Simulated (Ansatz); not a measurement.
Crystal: CuO.

```xyz
4
Lattice="3.1795 0.0000 0.0000 -1.5898 2.7536 0.0000 0.0000 0.0000 4.4315" Properties=species:S:1:pos:R:3 pbc="T T T"
Cu    0.0000    0.0000    0.0000
Cu    0.0000    0.0000    2.2157
O     0.0000    1.8357    1.1079
O     1.5898    0.9179    3.3236
```

Measurements of this composition are mostly on another form, of space group No. 15.

| Quantity | Value |
| --- | --- |
| Program | Ansatz 0.2.0 |
| Task | single point |
| Functional | PBE |
| Potentials or basis | all-electron LAPW, scalar-relativistic |
| Cutoff | 411 eV (chosen from the basis error) |
| Basis error allowed | 0.001 eV/atom |
| k mesh | 10 × 10 × 6 |
| Occupations | fermi-dirac, width 0.05 eV |
| Spin | no spin polarisation |

On this cell: pressure 6.2 GPa; largest force under 0.003 eV/Å; band gap on the k mesh none (metal or under the smearing width).

The same run follows on a disturbed copy (atoms moved at random, drawn with an rms of 0.05 Å):

```
Cu O
1.0
     3.17953    0.00000    0.00000
    -1.58977    2.75356    0.00000
     0.00000    0.00000    4.43149
Cu O
2 2
Direct
  0.01436 0.01355 0.00438
  0.97942 0.99493 0.49380
  0.33283 0.66080 0.25024
  0.65334 0.31795 0.74586
```

**Question.** What does the disturbed cell give?

**Answer.** The energy (extrapolated to zero smearing) moves by +7.5 meV/atom; pressure 6.7 GPa; largest force 1.064 eV/Å; band gap on the k mesh none (metal or under the smearing width).

Forces on the atoms (eV/Å):
```
Cu   0.114 -0.117 -1.051
Cu   0.002 -0.200  1.044
O   -0.084  0.149 -0.060
O   -0.032  0.168  0.067
```

Stress tensor (GPa, compression positive):
```
-9.49 -0.34 -0.39
-0.34 -8.37 -0.02
-0.39 -0.02 37.95
```

Caveats: the run has no spin polarisation, though such a crystal can be magnetic; semilocal functionals often make such compounds metallic where correlation or magnetic order opens a gap, which also shifts bond lengths.
